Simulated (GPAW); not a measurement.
# Work function of Mg/Rh(110) at several levels, part 2 of 2

Wanted: work functions and dipole of Mg/Rh(110), with the cost of each level.

GPAW 26.7.0; GPAW, PAW setups; slab in vacuum, relaxation (the session's first sound run).

So far, upper work function (eV): step 2 (relaxing the atoms, PBE, GPAW) 3.83; step 4 (self-consistent run: xc = "RPBE") 3.77; step 5 (self-consistent run: xc = "revPBE") 3.77; step 6 (self-consistent run: xc = "LDA") 3.96; step 7 (self-consistent run: xc = "vdW-DF2", GPAW, PAW setups, GPAW) 3.96.

## Step 8: OptPBE vdW: xc = "optPBE-vdW"

The same geometry under optPBE-vdW, to see how far the functional moves the levels against the vacuum (the van der Waals functionals take revPBE setups).

Contents of run.py:

```python
import json
import numpy as np
from ase import Atoms
from gpaw import GPAW, PW

slab = Atoms(
    ['Rh', 'Rh', 'Rh', 'Rh', 'Rh', 'Mg'],
    positions=[
        [0.00000, 0.00000, 9.00000],
        [1.90000, 1.34350, 10.34350],
        [0.00000, 0.00000, 11.68701],
        [1.90000, 1.34350, 13.14463],
        [-0.00000, 0.00000, 14.38872],
        [-0.00000, -0.00000, 16.94796]],
    cell=[[3.8, 0.0, 0.0], [0.0, 2.68701, 0.0], [0.0, 0.0, 26.34551]],
    pbc=[True, True, False])

slab.calc = GPAW(mode=PW(400), xc='optPBE-vdW', kpts={'size': (8, 12, 1), 'gamma': True},
                 occupations={'name': 'fermi-dirac', 'width': 0.1}, nbands='200%',
                 convergence={'density': 1e-05}, maxiter=200,
                 poissonsolver={'dipolelayer': 'xy'},
                 symmetry={'tolerance': 1e-3}, txt='slab.txt')
result = {}
energy = slab.get_potential_energy()
fermi = slab.calc.get_fermi_level()
v = slab.calc.get_electrostatic_potential().mean((0, 1)) - fermi
n = slab.calc.get_pseudo_density().mean((0, 1))
L = slab.cell[2, 2]
z = np.arange(len(v)) * L / len(v)
low, high = slab.positions[:, 2].min(), slab.positions[:, 2].max()
below, above = np.interp([low - 6.8, high + 6.8], z, v)
slopes = [np.interp(x, z, np.gradient(v, z)) for x in (low - 6.8, high + 6.8)]
eps = np.array([[slab.calc.get_eigenvalues(k, s) for k in range(len(slab.calc.get_ibz_k_points()))]
                for s in range(slab.calc.get_number_of_spins())]) - fermi
top, bottom = eps[eps < 0].max(), eps[eps > 0].min()
dipole = slab.get_dipole_moment()[2]
print(f'energy {energy:.4f} eV, Fermi level {fermi:.4f} eV, dipole {dipole:.5f} e A')
print(f'potential 6.8 A off the faces, from the Fermi level: lower {below:.4f} eV, upper {above:.4f} eV')
print(f'slope of the potential there: lower {slopes[0]:.5f}, upper {slopes[1]:.5f} eV/A')
print(f'nearest levels on the mesh: {top:.4f} and {bottom:.4f} eV')
print('magnetic moment', round(slab.get_magnetic_moment(), 3))
result.update(energy=energy, fermi=fermi, dipole=dipole, below=below, above=above, slopes=slopes, edges=[top, bottom],
              z=z.tolist(), v=v.tolist(), n=n.tolist(), positions=slab.positions.tolist(),
              forces=slab.get_forces(apply_constraint=False).tolist(), moments=slab.get_magnetic_moments().tolist())
json.dump(result, open('result.json', 'w'))
```

On the command line:

```console
$ OMP_NUM_THREADS=1 OPENBLAS_NUM_THREADS=1 python run.py
```

The program printed:

```text
energy -110.9925 eV, Fermi level 0.4375 eV, dipole 0.04789 e A
potential 6.8 A off the faces, from the Fermi level: lower 4.7770 eV, upper 3.9268 eV
slope of the potential there: lower -0.00008, upper 0.00002 eV/A
nearest levels on the mesh: -0.0085 and 0.0040 eV
magnetic moment 0.0
```

The job ended after 12 min (1 thread of Arm Neoverse V1, shared host; peak memory 0.62 GiB).

This step gave:

| Item | Value |
| --- | --- |
| dipole along the normal | 0.04789 e·Å |
| levels nearest the Fermi level on the mesh | -0.008518, 0.004041 eV from the Fermi level |
| upper work function | 3.927 eV |
| lower work function | 4.777 eV |

The electrostatic potential energy of an electron (without an applied field's), less the Fermi level, planar mean oscillates, so the rows of the table below give means over windows of 1.37 Å about each position, cut where the curve ends. Its maxima inside the range that stand out by 2 % of the span (Å: eV): 1.8: 4.78, 9.7: -7.77, 11.1: -8.23, 12.4: -6.32, 13.8: -9.65, 15.6: 2.48. Its minima: 9.1: -14.4, 10.3: -15.4, 11.7: -15.2, 13.2: -15.5, 14.3: -14.8, 17.0: -8.45.

The electrostatic potential energy of an electron (without an applied field's), less the Fermi level, planar mean by z; means over each step:

z (Å), electrostatic potential energy of an electron (without an applied field's), less the Fermi level, planar mean (eV) and a bar from the least value:
```
     0.69        4.7 ##############################
     2.06        4.8 ##############################
     3.43        4.8 ##############################
     4.79        4.8 ##############################
     6.17        4.7 ##############################
     7.54        3.4 ###########################
     8.91       -9.4 ####
    10.28      -11.6 
    11.65      -11.3 #
    13.02      -11.4 
    14.39      -10.5 ##
    15.76        0.8 #######################
    17.12       -5.2 ############
    18.50        2.4 ##########################
    19.86        3.8 ############################
    21.23        3.9 ############################
    22.61        3.9 ############################
    23.98        3.9 ############################
    25.35        3.9 ############################
```

The upper face's work function is 3.927 eV, against 3.834 eV in the first plane-wave PBE run at this geometry.

## Step 9: Real-space grid: mode = "fd"

A real-space grid is a second complete basis, so it checks the plane-wave result.

Changes to run.py since step 8:

```diff
@@ -3,3 +3,3 @@
 from ase import Atoms
-from gpaw import GPAW, PW
+from gpaw import GPAW
 
@@ -17,3 +17,3 @@
 
-slab.calc = GPAW(mode=PW(400), xc='optPBE-vdW', kpts={'size': (8, 12, 1), 'gamma': True},
+slab.calc = GPAW(mode='fd', h=0.18, xc='PBE', kpts={'size': (8, 12, 1), 'gamma': True},
                  occupations={'name': 'fermi-dirac', 'width': 0.1}, nbands='200%',
```

The program printed:

```text
energy -35.1145 eV, Fermi level -4.2008 eV, dipole 0.04126 e A
potential 6.8 A off the faces, from the Fermi level: lower 4.5664 eV, upper 3.8352 eV
slope of the potential there: lower -0.00000, upper 0.00002 eV/A
nearest levels on the mesh: -0.0009 and 0.0030 eV
magnetic moment 0.0
```

Elapsed: 67 min, on 1 thread; peak memory 3 GiB.

This step gave:

```yaml
dipole_along_the_normal: 0.04126 e·Å
levels_nearest_the_fermi_level_on_the_mesh: -8.59e-4, 0.003041 eV from the Fermi level
upper_work_function: 3.835 eV
lower_work_function: 4.566 eV
```

The upper face's work function is 3.835 eV, against 3.834 eV in the first plane-wave PBE run at this geometry.

## Step 10: Atomic orbitals: mode = "lcao"

Atom-centred orbitals end a few angstrom from the surface, which tests how much the density's tail matters.

Changes to run.py since step 9:

```diff
@@ -17,4 +17,4 @@
 
-slab.calc = GPAW(mode='fd', h=0.18, xc='PBE', kpts={'size': (8, 12, 1), 'gamma': True},
-                 occupations={'name': 'fermi-dirac', 'width': 0.1}, nbands='200%',
+slab.calc = GPAW(mode='lcao', basis='dzp', h=0.18, xc='PBE', kpts={'size': (8, 12, 1), 'gamma': True},
+                 occupations={'name': 'fermi-dirac', 'width': 0.1}, nbands='120%',
                  convergence={'density': 1e-05}, maxiter=200,
```

The program printed:

```text
energy -33.0317 eV, Fermi level -4.2021 eV, dipole 0.04129 e A
potential 6.8 A off the faces, from the Fermi level: lower 4.5680 eV, upper 3.8362 eV
slope of the potential there: lower -0.00000, upper -0.00000 eV/A
nearest levels on the mesh: -0.0059 and 0.0022 eV
magnetic moment 0.0
```

Wall time 56 min (1 thread); peak memory 0.58 GiB.

Numbers from this step:

| Property | Result |
| --- | --- |
| dipole along the normal | 0.04129 e·Å |
| levels nearest the Fermi level on the mesh | -0.005897, 0.002164 eV from the Fermi level |
| upper work function | 3.836 eV |
| lower work function | 4.568 eV |

The electrostatic potential energy of an electron (without an applied field's), less the Fermi level, planar mean oscillates, so the rows of the table below give means over windows of 1.38 Å about each position, cut where the curve ends. Its maxima inside the range that stand out by 2 % of the span (Å: eV): 9.7: -7.78, 11.0: -8.14, 12.4: -6.30, 13.8: -9.66, 15.6: 2.51. Its minima: 9.0: -14.4, 10.3: -15.5, 11.7: -15.2, 13.2: -15.6, 14.3: -14.9, 17.0: -8.47.

Table of electrostatic potential energy of an electron (without an applied field's), less the Fermi level, planar mean by z; means over each step:

```tsv
z (Å)	electrostatic potential energy of an electron (without an applied field's), less the Fermi level, planar mean (eV)
0.69	4.56
2.07	4.57
3.45	4.57
4.83	4.57
6.21	4.52
7.59	3.09
8.97	-9.73
10.35	-11.6
11.73	-11.1
13.11	-11.6
14.49	-9.73
15.87	0.534
17.25	-4.89
18.63	2.73
20.01	3.79
21.39	3.84
22.77	3.84
24.15	3.84
25.53	3.84
```

The upper face's work function is 3.836 eV, against 3.834 eV in the first plane-wave PBE run at this geometry.

## Step 11: The ladder

Times are for 1 thread of Arm Neoverse V1, shared host. The series side by side:

```tsv
no.	run	upper work function (eV)	lower work function (eV)	time	memory (GiB)
1	pw	3.834	4.567	11 min	0.46
2	RPBE	3.774	4.387	11 min	0.46
3	revPBE	3.774	4.405	12 min	0.46
4	LDA	3.963	4.951	11 min	0.47
5	vdW DF2	3.958	4.994	14 min	0.62
6	optPBE vdW	3.927	4.777	12 min	0.62
7	fd	3.835	4.566	67 min	3.0
8	lcao	3.836	4.568	56 min	0.58
```

## Step 12: Side by side

Results and costs are gathered.

This step: comparison of work functions, dipole and cost (GPAW 26.7.0).

Ladder, by row:

```tsv
step	code	work function, upper (eV)	work function, lower (eV)	dipole (e Å)	wall time (s)	peak memory (GiB)	threads
pw	GPAW	3.834	4.567	0.0413	652	0.46	1
RPBE	GPAW	3.774	4.387	0.03453	652.6	0.46	1
revPBE	GPAW	3.774	4.405	0.03553	701.4	0.46	1
LDA	GPAW	3.963	4.951	0.05564	637.1	0.47	1
vdW-DF2	GPAW	3.958	4.994	0.05836	846	0.62	1
optPBE-vdW	GPAW	3.927	4.777	0.04789	694.1	0.62	1
fd	GPAW	3.835	4.566	0.04126	4032	2.95	1
lcao	GPAW	3.836	4.568	0.04129	3364	0.58	1
```

## Step 13: A changed run

One more run, with changed settings.

This step: GPAW, PAW setups; slab in vacuum (GPAW 26.7.0).

Changes to run.py since step 10:

```diff
@@ -3,3 +3,3 @@
 from ase import Atoms
-from gpaw import GPAW
+from gpaw import GPAW, PW
 
@@ -17,5 +17,5 @@
 
-slab.calc = GPAW(mode='lcao', basis='dzp', h=0.18, xc='PBE', kpts={'size': (8, 12, 1), 'gamma': True},
-                 occupations={'name': 'fermi-dirac', 'width': 0.1}, nbands='120%',
-                 convergence={'density': 1e-05}, maxiter=200,
+slab.calc = GPAW(mode=PW(60), xc='PBE', kpts={'size': (8, 12, 1), 'gamma': True},
+                 occupations={'name': 'fermi-dirac', 'width': 0.1}, nbands='200%',
+                 convergence={'density': 1e-05}, maxiter=50,
                  poissonsolver={'dipolelayer': 'xy'},
```

The program printed:

```text
energy 1066.8489 eV, Fermi level -2.8767 eV, dipole -0.23096 e A
potential 6.8 A off the faces, from the Fermi level: lower 16.1440 eV, upper 19.7655 eV
slope of the potential there: lower -0.63796, upper 0.68993 eV/A
nearest levels on the mesh: -0.0099 and 0.0183 eV
magnetic moment 0.0
```

The job ended after 2 min (1 thread; peak memory 0.14 GiB).

The run finished. A setting was moved off its sound value on purpose, so it serves as a test and not as the result.

The fault put into the input: a cutoff far too low (ecut = 60).

The two runs compared:

```tsv
quantity	this run	sound run	difference
dipole along the normal (e·Å)	-0.23096	0.041299	-0.272
```

The dipole along the normal changes sign: -0.231 e·Å against 0.0413 e·Å.

## Step 14: Outcome

```json
{"work function, upper and lower face": "3.834 and 4.567 eV", "dipole along the normal": "0.0413 e Å"}
```

In words: With plane waves and PBE the work function is 3.83 eV on the upper face and 4.57 eV on the lower. The two faces differ by 0.73 eV, the step that the slab's dipole makes (e p/(ε0 A) gives 0.73 eV), so the dipole layer is needed. Over the sound runs of the table the upper face's work function spans 3.774 (RPBE) to 3.963 eV (LDA). The cell of 10.2 Å² holds one Mg, started on one chosen site; other sites and coverages weren't tried. The in-plane lattice was kept as typed, which isn't the functional's own and leaves some strain; spin-orbit coupling and temperature are left out.

[Logs are printed without paths, hosts, clocks, repeated set-up lines and the standing remarks that a program may print on its own settings, such as how far it seeks lower states.]

[Hosts, paths, dates, database ids (printed as entryN), source tags and the programs' standing remarks are cut or masked in the printed files.]
